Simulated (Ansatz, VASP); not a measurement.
SnSe2: VASP beside Ansatz

POSCAR

```
SnSe2
1.0
    0.0000000000      3.4068553633      3.4068553633
    3.4068553633      0.0000000000      3.4068553633
    3.4068553633      3.4068553633      0.0000000000
Sn Se
1 2
Direct
    0.0000000000      0.0000000000      0.0000000000
    0.2500000000      0.2500000000      0.2500000000
    0.7500000000      0.7500000000      0.7500000000
```

Contents of INCAR.step1:

```
SYSTEM = SnSe2
ALGO = Normal ; EDIFF = 1E-5
ENCUT = 520 ; GGA = PE
ISIF = 2 ; ISMEAR = -1
LASPH = .TRUE. ; LCHARG = .FALSE.
LREAL = .FALSE. ; LWAVE = .TRUE.
NBANDS = 20 ; NELM = 80
PREC = Accurate ; SIGMA = 0.02
```

Contents of INCAR.step2:

```
SYSTEM = SnSe2
ALGO = Normal ; EDIFF = 1E-6
ENCUT = 520 ; GGA = PE
HFSCREEN = 0.2079 ; ISIF = 2
ISMEAR = -1 ; ISTART = 1
LASPH = .TRUE. ; LCHARG = .FALSE.
LHFCALC = .TRUE. ; LREAL = .FALSE.
LWAVE = .FALSE. ; NBANDS = 20
NELM = 80 ; PREC = Accurate
PRECFOCK = Normal ; SIGMA = 0.02
```

Contents of KPOINTS:

```
k-points
0
G
  4 4 4
  0 0 0
```

Input for Ansatz:

```yaml
crystal:
  lattice:
    - [0.0, 3.4068553633, 3.4068553633]
    - [3.4068553633, 0.0, 3.4068553633]
    - [3.4068553633, 3.4068553633, 0.0]
  atoms:
    - { symbol: Sn, position: [0.0, 0.0, 0.0] }
    - { symbol: Se, position: [0.25, 0.25, 0.25] }
    - { symbol: Se, position: [0.75, 0.75, 0.75] }
kpoints:
  mp_grid: { grid: [4, 4, 4] }
hamiltonian:
  xc: hse06
scf:
  occupations: { method: fermi_dirac, width: 0.02 }
  n_extra_bands: 4
output:
  forces: true
  stress: true
  eigenvalues: true
```

The cell was built by a generator and needn't be a form met in nature.

Alike in both runs: task single point; functional HSE06; k mesh 4 × 4 × 4; occupations fermi-dirac, width 0.02 eV; no spin polarisation.

|  | VASP | Ansatz |
| --- | --- | --- |
| version | VASP 6.6.1 | Ansatz 0.2.0 |
| potentials or method | VASP PAW PBE potentials, release 64 (Sn_d, Se) | plane waves, PAW |
| plane-wave cutoff (eV) | 520 | 420 |
| valence electrons in the cell | 26 | 46 |

VASP gave:

* pressure (GPa): -1.2

Which values does Ansatz return?

Pressure (GPa): -1.1.

The two sets of potentials don't hold the same shells in valence. Ansatz warned: «filled_band_counts_differ_across_k_points».

Caveats: the k mesh is coarse (spacing up to 0.40 Å⁻¹), so the values aren't converged, least of all with exact exchange; the PAW data sets were made with another functional, which shifts forces and pressure a little (VASP).
